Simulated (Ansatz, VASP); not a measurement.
# W: VASP beside Ansatz

```xyz
1
Lattice="0.0000 1.7734 2.6601 1.7734 0.0000 2.6601 1.7734 1.7734 0.0000" Properties=species:S:1:pos:R:3 pbc="T T T"
W     0.0000    0.0000    0.0000
```

Alike in both runs: task single point; functional PBEsol; k mesh 22 × 22 × 22; occupations gaussian, width 0.15 eV; no spin polarisation.

|  | VASP | Ansatz |
| --- | --- | --- |
| version | VASP 6.6.1 | Ansatz 0.2.0 |
| potentials or method | VASP PAW PBE potentials, release 64 (W_sv) | scalar-relativistic, plane waves, PAW |
| plane-wave cutoff (eV) | 520 | 420 |
| valence electrons in the cell | 14 | 14 |

|  | VASP | Ansatz | Ansatz less VASP |
| --- | --- | --- | --- |
| gap on the k mesh at the Fermi level (eV) | none | none | - |
| pressure (GPa) | 3.7 | 2.6 | -1.07 |
| largest component of the traceless stress (GPa) | 48.57 | 47.61 | -0.956 |

A gap of «none» marks a metal or a gap that the smearing closes.

Caveats: the PAW data sets were made with another functional, which shifts forces and pressure a little (VASP). Spin-orbit coupling is left out, which matters for the levels of W.
